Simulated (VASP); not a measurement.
## A VASP 6.6.1 single-point calculation on HgTe

INCAR

```
EDIFF = 1E-7
ISIF = 2
SIGMA = 0.02
IBRION = -1
NBANDS = 16
LCHARG = .FALSE.
LASPH = .TRUE.
NELM = 57
LREAL = .FALSE.
LWAVE = .FALSE.
NSW = 0
ISYM = 1
GGA = PE
ISMEAR = -1
PREC = Accurate
ENCUT = 520
```

KPOINTS

```
KPOINTS created by Atomic Simulation Environment
0
Monkhorst-Pack
6 6 6
0 0 0
```

POSCAR

```
Hg Te
 1.0000000000000000
     0.0000000000000000    3.2891578869000000    3.2727120974999999
     3.2891578869000000    0.0000000000000000    3.2727120974999999
     3.2891578869000000    3.2891578869000000    0.0000000000000000
 Hg  Te
   1   1
Cartesian
  0.0000000000000000  0.0000000000000000  0.0000000000000000
  1.6445789434499998  1.6445789434499998  1.6363560487499995
```

The recommended PBE PAW datasets give the neutral cell 18 valence electrons.

Command

```
mpirun -np 1 vasp_std
```

Predict the outcome of this run.

It converged. Results: gap between bands v and c on the k mesh 0.46 eV; least direct gap on the k mesh 0.46 eV; pressure 1.5 GPa. Band v is the last that the valence electrons fill when counted band by band, and c is the next.

OSZICAR

```
N       E                     dE             d eps       ncg     rms          rms(c)
DAV:   1     0.103878413206E+03    0.10388E+03   -0.79480E+03  2024   0.964E+02
DAV:   2    -0.113601561128E+00   -0.10399E+03   -0.97187E+02  2328   0.227E+02
DAV:   3    -0.380828311494E+01   -0.36947E+01   -0.36858E+01  2480   0.438E+01
DAV:   4    -0.384364691513E+01   -0.35364E-01   -0.35361E-01  3032   0.386E+00
DAV:   5    -0.384376993662E+01   -0.12302E-03   -0.12302E-03  2624   0.198E-01    0.690E+00
DAV:   6    -0.364550057139E+01    0.19827E+00   -0.39089E-01  2416   0.820E+00    0.554E+00
DAV:   7    -0.363902800124E+01    0.64726E-02   -0.91323E-02  2392   0.203E+00    0.212E+00
DAV:   8    -0.363845049843E+01    0.57750E-03   -0.92869E-03  2208   0.109E+00    0.492E-01
DAV:   9    -0.363847184299E+01   -0.21345E-04   -0.71014E-04  2608   0.301E-01    0.106E-01
DAV:  10    -0.363850112703E+01   -0.29284E-04   -0.85715E-05  2552   0.806E-02    0.474E-02
DAV:  11    -0.363851559062E+01   -0.14464E-04   -0.29060E-05  2480   0.382E-02    0.273E-02
DAV:  12    -0.363851432845E+01    0.12622E-05   -0.33421E-06  2304   0.131E-02    0.161E-02
DAV:  13    -0.363851426586E+01    0.62588E-07   -0.38684E-07  2552   0.316E-03
   1 F= -.36385143E+01 E0= -.36385142E+01  d E =-.123386E-06
```

The shifted mesh misses Γ, so a band edge there is missed.

For comparison, a separate PBE run of the intended cell, on usual settings and not on those above, gives a gap of 0.02 eV on its mesh and a pressure of 1.5 GPa.
